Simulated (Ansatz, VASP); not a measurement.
## One calculation of Sb, two programs

```xyz
1
Lattice="3.1600 0.0474 0.0474 0.0474 3.1600 0.0474 0.0474 0.0474 3.1600" Properties=species:S:1:pos:R:3 pbc="T T T"
Sb    0.0000    0.0000    0.0000
```

Change from the starting cell: equal xy, yz and zx shear strains of +3 %, crystal datasets.

Alike in both runs: task electric field gradients; functional PBE; k mesh 13 × 13 × 13; occupations fermi-dirac, width 0.05 eV; no spin polarisation.

```csv
,VASP,Ansatz
version,VASP 6.6.1,Ansatz 0.2.0
potentials or method,"VASP PAW PBE potentials, release 64 (Sb), cutoff 520 eV","all-electron PAW with datasets made for the crystal, scalar-relativistic"
```

VASP gave:

* pressure (GPa): -2.5
* largest component of the traceless stress (GPa): 0.51
* Vzz of the field gradient on the site that differs most (V/Å²): 21.9

Estimate Ansatz's values.

pressure (GPa): -2.5; largest component of the traceless stress (GPa): 0.51; Vzz of the field gradient on the site that differs most (V/Å²): 22.2.

Ansatz ran all-electron here, so the differences hold the error of VASP's frozen core and of both bases. Ansatz warned: «gradients_without_spin_orbit».

Spin-orbit coupling is left out, which matters for the levels of Sb.
